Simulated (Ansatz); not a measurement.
# Al2O3 (P-6m2) in Ansatz: band structure with PBE

Aim: the band structure of Al2O3 with PBE.

All numbers are computed with Ansatz 0.2.0; they aren't measurements. Logs are shortened: lines on timing, memory, paths and dates and some standing lists are left out, and cuts for length are marked.

## Step 1: Starting point

It takes space group P-6m2 (No. 187, hexagonal). Conventional cell: a = 2.884 Å, b = 2.884 Å, c = 9.337 Å, α = 90.00°, β = 90.00°, γ = 120.00°. Al (site symmetry 3m) has 3 O at 1.80 Å as nearest neighbours. Around O (site symmetry 3m) lie 3 Al at 1.80 Å. Around O (site symmetry -6m2) lie 6 Al at 2.18 Å.

Measurements of this composition are mostly on another form, of space group No. 167.

## Step 2: Band structure, PBE

File input.yaml:

```yaml
crystal:
  lattice:
    - [2.8843249483, 0.0, 0.0]
    - [-1.4421624742, 2.497898678, 0.0]
    - [0.0, 0.0, 9.33675446]
  atoms:
    - { symbol: Al, position: [0.0, 0.0, 0.85000767] }
    - { symbol: Al, position: [0.0, 0.0, 0.14999233] }
    - { symbol: O, position: [0.3333333333, 0.6666666667, 0.77768308] }
    - { symbol: O, position: [0.6666666667, 0.3333333333, 0.0] }
    - { symbol: O, position: [0.3333333333, 0.6666666667, 0.22231692] }
hamiltonian:
  xc: pbe
  pseudopotentials: { kind: paw }
kpoints:
  mp_grid: { grid: [8, 8, 3] }
  band_path:
    path:
      - [[0.0, 0.0, 0.0], [0.5, 0.0, 0.0], [0.3333333333, 0.3333333333, 0.0], [0.0, 0.0, 0.0], [0.0, 0.0, 0.5], [0.5, 0.0, 0.5], [0.3333333333, 0.3333333333, 0.5], [0.0, 0.0, 0.5]]
      - [[0.5, 0.0, 0.5], [0.5, 0.0, 0.0]]
      - [[0.3333333333, 0.3333333333, 0.0], [0.3333333333, 0.3333333333, 0.5]]
    npoints: 14
scf:
  occupations: { method: fermi_dirac, width: 0.05 }
  n_extra_bands: 12
output:
  forces: true
  stress: true
  eigenvalues: true
  fatbands: false
  write_density: true
  write_potential: true
  elf: true
  volumetric_format: npy
```

Potentials or basis: Ansatz PAW.

Launch:

```bash
$ ansatz run input.yaml --threads 2 --pin off --max-ram 5632MiB --backend cpu --events-out ev --progress --plain --runs-dir out
```

Log:

```text
Warning: RAYON_NUM_THREADS=2 ignored (pool sized by the plan → 2); use --threads N
scf.n_extra_bands = 12 over 12 filled bands (N_el = 24.0): the run solves 24 bands
Engine: ansatz 0.2.0, aarch64-unknown-linux-gnu
Pseudopotentials: kind: paw
Pseudopotential: Al, paw, valence charge 3, recommended cutoff 420 eV (normal), Al.paw.azcp
Pseudopotential: O, paw, valence charge 6, recommended cutoff 420 eV (normal), O.paw.azcp
Functional definition: PBE
  parameter kappa = 0.804
  parameter beta = 0.06672455060314922
  exchange = pbe_x(kappa = kappa, mu = beta*pi^2/3)
  correlation = pbe_c(beta = beta)
Crystal: 5 atoms, lattice volume = 67.269 Å³
Basis set: ecut = 420 eV, 1315 PW (Γ), exchange–correlation on 40×40×128 points (8 copies of the dense FFT grid, shifted against one another)
Bands: 24, of which v1, the nominal top of the filled ones, is band 12 counted from 1 (11 counted from 0)
Symmetry: 12 space group operations
Space group: P-6m2 (ITA 187), of the structure as read, at distance tolerance 4.1e-5 Å
k-points: 20 of 192 (time reversal used)
Non-local potential: Al, projectors of the file, l = 0: 2, l = 1: 2, l = 2: 1
Non-local potential: O, projectors of the file, l = 0: 2, l = 1: 2, l = 2: 1
PAW form: soft (Blöchl's): semilocal exchange-correlation on the pseudo side does not see the compensation charge
PAW one-centre angular grid: Al, 110 points (default); XC on 64 Gauss nodes
PAW one-centre angular grid: O, 110 points (default); XC on 64 Gauss nodes
Initial density: superposition of atomic densities (neutral atoms: chi_scale 0, normalization atom), corrected by the library's trained network
Initial wavefunctions: pseudopotential atomic-orbital guess
Functional: x = pbe(κ = 0.804, μ = 0.2195149727645171), c = pbe(β = 0.06672455060314922)
SCF iter   1: F=—  HF=-2783.799536 eV  |F-HF|=—  |Δ(HF+E_count)|=         —  Δρ=2.69e-3  dr2=1.40e-2  ethr=1.77e-3  ⟨swp⟩=7.0  Hψ=3080  notcnv=0  defer=25
preconditioner: auto → none  [insulator: Δε(μ)=4.856 eV  Ē_g=18.775 eV  σ=0.050 eV  W_gap=1.00  n_scr=6 (ndim 8)  ℏωp=22.2 eV  f_vac=0.285  D(μ)=0.00/eV (n_scr^D=0)  ε∞_Penn≈2.4]
SCF iter   2: F=—  HF=-2783.800343 eV  |F-HF|=—  |Δ(HF+E_count)|=   8.07e-4  Δρ=2.90e-3  dr2=6.24e-3  ethr=5.85e-5  ⟨swp⟩=3.5  Hψ=1011  notcnv=0  defer=114
SCF iter   3: F=—  HF=-2783.799832 eV  |F-HF|=—  |Δ(HF+E_count)|=   5.10e-4  Δρ=8.71e-4  dr2=4.71e-4  ethr=2.60e-5  ⟨swp⟩=2.1  Hψ=624  notcnv=0  defer=114
SCF iter   4: F=—  HF=-2783.801276 eV  |F-HF|=—  |Δ(HF+E_count)|=   1.44e-3  Δρ=3.40e-4  dr2=7.08e-5  ethr=1.96e-6  ⟨swp⟩=3.2  Hψ=751  notcnv=0  defer=114
SCF iter   5: F=—  HF=-2783.801235 eV  |F-HF|=—  |Δ(HF+E_count)|=   4.10e-5  Δρ=7.21e-5  dr2=1.68e-6  ethr=2.95e-7  ⟨swp⟩=2.4  Hψ=794  notcnv=0  defer=114
SCF iter   6: F=—  HF=-2783.801235 eV  |F-HF|=—  |Δ(HF+E_count)|=   1.04e-7  Δρ=2.50e-5  dr2=2.39e-7  ethr=7.01e-9  ⟨swp⟩=2.2  Hψ=614  notcnv=0  defer=114
SCF iter   7: F=-2783.801235 eV  HF=-2783.801235 eV  |F-HF|=8.45e-9  |Δ(HF+E_count)|=   8.96e-9  Δρ=7.29e-6  dr2=2.11e-8  ethr=4.17e-10  ⟨swp⟩=16.9  Hψ=3981  notcnv=0
SCF 1 converged in 7 iterations: F = -2783.801235 eV  dr2 = 2.11e-8
NSCF: frozen V_eff on 129 k-points
WARN: The output density's exchange-correlation potential varies sharply where the density is thin. Do not read a vacuum level from v_tot or v_xc, or from such a field of the output density. On a cell that repeats whose density bears no net charge and no dipole along the vacuum's axis use v_es (v_loc + v_h of the components); under efield.dipole_correction with no amplitude use v_es + v_field, which holds any external_charges[].barrier, or the levels of the report's work_function block, which leave it out; under a non-zero efield.amplitude the vacuum is tilted and has no level; on a cell that repeats and bears such a dipole with no correction it is tilted too, and efield.dipole_correction with no amplitude gives each side of its ramp a level where efield: is served; in a cell that repeats whose density bears a net charge (total_charge, or a fill off its count) it is curved and has none; of a slab under crystal.periodic whose density bears no net charge use v_es, which has a level on each side, short of where the two are joined; of another it falls or rises all the way out and has none; of a slab beside external_charges read slab_vacuum_level instead, which it has where they leave it neutral. The grid or the basis barely resolves most such structure, and the values can differ between equally converged runs; as a rule a tighter scf.convergence.dr2_threshold does not remove it. Where the density itself ripples (under the LDA too) a higher basis.ecutwfc lessens it. The files hold the spikes' plane waves up to the density's cutoff. Files: v_tot_of_output_density and the like, and their columns of v_z.tsv (output.write_potential); v_xc_of_output_density and the like, and their columns of v_comp_z.tsv (output.write_potential_components). Measured: with its Gaussian average of σ = 0.25 Å subtracted twice, the exchange-correlation potential is over 0.1 eV at 1550 of the grid points where the equally averaged density (valence and model cores) is under 1e-3 e/Å³, and 1.77 eV at the most among them, at an averaged density of 5.0e-4 e/Å³. The input density's (outcome.potential() and, of a run that writes arrays, v_tot and v_xc) is over 0.1 eV, so measured, at 1550 points of its own thin density, 1.79 eV at the most. See output.write_potential in the manual, Limitations
SCF converged after 7 iterations
Free energy (F): -2783.801235 eV
Harris-Foulkes:  -2783.801235 eV  (|F-HF|=8.45e-9)
Internal energy: -2783.801235 eV  (E = F + TS)
E sigma→0 (E₀):  -2783.801235 eV
Fermi energy:    4.374282 eV
--- Per-component energies (eV) ---
  E_band       = -101.215022
  E_kinetic    = 585.786633
  E_local      = -2594.159530  (includes V_loc(G=0)·N_el)
  E_nonlocal   = 162.294221
  E_hartree    = 1103.486400
  E_xc         = -305.157782
  E_vxc        = -346.199232  (∫ρ·V_xc dr)
  E_paw        = -1410.214640  (= ΣΔE_a)
  E_vpaw       = -115.922428  (= ΣTr[D̂ρ^β])
  E_aug_tail   = 0.007539  (compensation charges beyond the density's cutoff)
  E_ewald      = -325.844076
  E_smearing   = -0.000000  (= −TS)
  E_closure    = 0.000000  (closes the sum)
  Σ components = -2783.801235   (vs F -2783.801235, Δ=0.00e0)
--- Forces (eV/Å), atoms counted from 1 ---
  atom   1  Al    -0.00000000    -0.00000000     0.04127829
  atom   2  Al    -0.00000000    -0.00000000    -0.04127829
  atom   3  O      0.00000000     0.00000000    -0.04200624
  atom   4  O     -0.00000000    -0.00000000     0.00000000
  atom   5  O      0.00000000     0.00000000     0.04200624
  max |Σ_I F_I| component: 2.41e-16 eV/Å
--- Stress (GPa, compression-positive) ---
        0.056498      -0.000000       0.000000
        0.000000       0.056498       0.000000
        0.000000       0.000000       0.116166
  P = ⅓ Tr σ = 0.0764 GPa (0.764 kbar)
--- Band table (eV; the first three rows and the last of 20) ---
  k-point 0: bands = ["-16.7622", "-15.7576", "-14.5801", "-3.0484", "-0.2230", "0.4272", "0.4272", "0.6472", "0.6472", "1.3907", "1.3907", "1.6663", "6.6915", "9.3001", "9.6962", "11.0365", "14.7874", "16.1397", "16.8187", "16.8187", "16.9444", "16.9444", "17.4501", "18.7965"]
  k-point 1: bands = ["-16.7621", "-15.7579", "-14.5799", "-3.0528", "-0.1972", "0.4271", "0.4271", "0.6469", "0.6469", "1.3905", "1.3905", "1.6300", "6.7973", "8.9358", "9.8540", "11.2684", "14.6222", "15.7223", "16.8191", "16.8191", "16.9432", "16.9432", "18.2992", "18.7988"]
  k-point 2: bands = ["-16.5749", "-15.6185", "-14.5136", "-2.9471", "-0.7025", "-0.0586", "-0.0129", "0.2448", "0.5332", "0.9707", "1.3350", "1.8669", "7.5335", "9.7115", "10.2150", "11.5515", "14.5806", "15.3766", "15.5151", "16.5652", "16.9384", "17.2118", "17.2376", "19.0167"]
  k-point 19: bands = ["-14.7205", "-14.5703", "-14.4492", "-3.5991", "-3.3007", "-2.0919", "-1.8820", "-1.7796", "-0.6108", "0.4059", "0.9601", "1.8274", "11.2691", "11.4476", "12.4372", "13.7609", "14.5185", "14.8937", "14.9633", "15.1059", "15.8494", "16.7419", "17.6032", "19.0902"]
```

bands.tsv:

```text
# k_distance	band_0	band_1	band_2	band_3	band_4	band_5	band_6	band_7	band_8	band_9	band_10	band_11	band_12	band_13	band_14	band_15	band_16	band_17	band_18	band_19	band_20	band_21	band_22	band_23
# fermi_ev = 4.374282
# lock_threshold_ev = 1e-6
[... 145 lines left out ...]
7.833529	-18.950095	-18.919687	-18.918683	-7.902584	-7.501221	-6.529777	-6.460078	-6.266109	-5.274879	-3.761678	-3.581385	-2.502712	7.075667	7.151563	8.231543	9.937196	10.140304	10.360951	10.446325	10.760164	11.576310	12.142785	13.327552	14.797897
7.857562	-18.950095	-18.919684	-18.918682	-7.902595	-7.501117	-6.529697	-6.460021	-6.266133	-5.274866	-3.761456	-3.581456	-2.502130	7.074970	7.151799	8.231456	9.938675	10.137065	10.358764	10.446652	10.763282	11.613614	12.097174	13.330649	14.859384
7.881596	-18.950096	-18.919688	-18.918682	-7.902608	-7.501213	-6.529748	-6.460070	-6.266170	-5.274940	-3.761700	-3.581862	-2.502353	7.074618	7.151707	8.231443	9.939125	10.135902	10.357863	10.446707	10.764200	11.627710	12.080128	13.331603	14.886114
```

rho_z.tsv:

```text
# z_ang	rho[e/angstrom^3]
# format = ansatz-planar-average/11
# lattice	2.884324948	0.000000000	0.000000000
# lattice	-1.442162474	2.497898678	0.000000000
# lattice	0.000000000	0.000000000	9.336754460
# sites	5
# site	13	-0.000000000	-0.000000000	7.936312904
# site	13	-0.000000000	-0.000000000	1.400441556
# site	8	-0.000000000	1.665265785	7.261035966
# site	8	1.442162474	0.832632893	0.000000000
# site	8	-0.000000000	1.665265785	2.075718494
0.000000	1.010789e0
0.145887	9.469054e-1
0.291774	7.762468e-1
0.437660	5.649307e-1
0.583547	3.908915e-1
0.729434	2.816666e-1
[... 56 lines left out ...]
9.044981	7.762468e-1
9.190868	9.469054e-1
```

Wall time 6.4 s (2 threads of Arm Neoverse V2, shared host); peak memory 0.35 GiB.

What came out:

```
Free energy             : -2783.8012 eV
Pressure                : 0.1 GPa
Largest force           : 0.042 eV/Å
Band gap on the k mesh  : 4.80 eV, indirect (least direct gap 5.03 eV)
Band gap along the path : 4.79 eV, indirect (least direct gap 5.03 eV)
```

Forces in eV/Å, atoms in the order of the input:
```
Al   0.000  0.000  0.041
Al   0.000  0.000 -0.041
O    0.000  0.000 -0.042
O    0.000  0.000  0.000
O    0.000  0.000  0.042
```

Levels at the corners of the path, in eV from the valence-band top:
```csv
point,band 8,band 9,band 10,band 11,band 12,band 13,band 14,band 15,band 16,band 17
Γ,-1.26,-1.26,-0.51,-0.51,-0.24,4.79,7.40,7.79,9.13,12.88
M,-2.21,-1.97,-0.99,-0.82,-0.59,7.82,8.88,9.05,11.01,12.01
K,-3.80,-2.81,-1.29,-1.10,-0.04,9.57,9.62,10.70,12.37,12.71
Γ,-1.26,-1.26,-0.51,-0.51,-0.24,4.79,7.40,7.79,9.13,12.88
A,-1.26,-1.26,-0.51,-0.51,-0.29,4.93,6.94,7.97,9.44,12.65
L,-2.21,-1.97,-0.99,-0.83,-0.58,7.83,8.83,9.12,10.76,12.46
H,-3.80,-2.81,-1.29,-1.11,-0.03,9.54,9.62,10.70,12.41,12.61
A,-1.26,-1.26,-0.51,-0.51,-0.29,4.93,6.94,7.97,9.44,12.65
L,-2.21,-1.97,-0.99,-0.83,-0.58,7.83,8.83,9.12,10.76,12.46
M,-2.21,-1.97,-0.99,-0.82,-0.59,7.82,8.88,9.05,11.01,12.01
K,-3.80,-2.81,-1.29,-1.10,-0.04,9.57,9.62,10.70,12.37,12.71
H,-3.80,-2.81,-1.29,-1.11,-0.03,9.54,9.62,10.70,12.41,12.61
```

Caveat: the pressure holds a Pulay correction of +0.5 GPa for the finite cutoff. As with any semilocal functional, this PBE gap is likely too small.
